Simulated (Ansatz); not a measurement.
Fe2Ge: equation of state with r2SCAN

The system is Fe2Ge.

```
CELL_PARAMETERS angstrom
4.16363 0.00000 0.00000
-2.08182 3.60581 0.00000
0.00000 0.00000 2.62647
ATOMIC_POSITIONS crystal
Ge 0.00000 0.00000 0.00000
Fe 0.33333 0.66667 0.50000
Fe 0.66667 0.33333 0.50000
```

The cell comes from a database or a generator and needn't be the stable form of this composition.

```
Program             : Ansatz 0.2.0
Task                : equation of state
Functional          : r2SCAN
Potentials or basis : Ansatz PAW
Cutoff              : 500 eV
Density cutoff      : 2000 eV
k mesh              : 7 × 7 × 10
Occupations         : fermi-dirac, width 0.05 eV
Spin                : collinear spin, ferromagnetic start
Starting moments    : [0.0, 3.0, 3.0] μB
```

```json
{
  "Equilibrium volume": "13.16 Å³/atom",
  "Bulk modulus at fixed shape and positions": "139 GPa",
  "Pressure derivative of the bulk modulus": "3.6"
}
```

Energy against volume, from the lowest point:
| volume (Å³/atom) | energy (meV/atom) |
| --- | --- |
| 12.355 | 23.30 |
| 12.618 | 10.14 |
| 12.881 | 2.64 |
| 13.144 | 0.00 |
| 13.407 | 1.96 |
| 13.670 | 8.17 |
| 13.933 | 18.12 |

All runs of the series together: 110 s on 2 threads of AMD EPYC 7R13 Processor (Zen 3), with other jobs on the host.

Caveat: the magnetic or orbital state may not be the lowest; the cell was scaled at fixed shape and fractional positions, which overstates the stiffness of a crystal with free parameters, most of all of layers and chains; the PAW data sets were made with another functional, which shifts forces and pressure a little.
